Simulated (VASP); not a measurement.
Here is a VASP 6.6.1 calculation.

Contents of INCAR:

```
SYSTEM = Ti
PREC = Accurate ; ENCUT = 600
EDIFF = 1E-7 ; ISMEAR = -1
SIGMA = 0.05 ; LREAL = .False.
LASPH = .True. ; NELM = 60
ALGO = Normal ; ISIF = 3
LWAVE = .False. ; LCHARG = .False.
METAGGA = R2SCAN ; LMIXTAU = .True.
IBRION = 2 ; NSW = 60
EDIFFG = -0.01
```

File KPOINTS:

```
Automatic mesh
0
Gamma
  6 6 8
  0 0 0
```

The input POSCAR:

```
Ti
1.0
    4.5673748306      0.0000000000      0.0000000000
   -2.2836874153      3.9554626319      0.0000000000
    0.0000000000      0.0000000000      2.8262442700
Ti
3
Direct
    0.6666666667      0.3333333333      0.5000000000
    0.3333333333      0.6666666667      0.5000000000
    0.0000000000      0.0000000000      0.0000000000
```

Potentials or basis: VASP PAW PBE potentials, release 64 (Ti_sv).

Launch:

```bash
$ cat potpaw_PBE.64/Ti_sv/POTCAR > POTCAR
$ mpirun -np 1 vasp_std > vasp.out
```

Problem. Predict the relaxed volume.

Solution. 17.10 Å³/atom.

Problem. What does it give for the relaxed cell?

Solution. a = 4.577 Å, b = 4.577 Å, c = 2.827 Å, α = 90.00°, β = 90.00°, γ = 120.00°.

Problem. Estimate the band gap on the k mesh.

Solution. None (metal or under the smearing width).

Final structure:
```
Ti
1.0
     4.57720    0.00000    0.00000
    -2.28860    3.96397    0.00000
     0.00000    0.00000    2.82695
Ti
3
Direct
  0.66667 0.33333 0.50000
  0.33333 0.66667 0.50000
  0.00000 0.00000 0.00000
```

Caveat: the PAW data sets were made with another functional, which shifts forces and pressure a little.
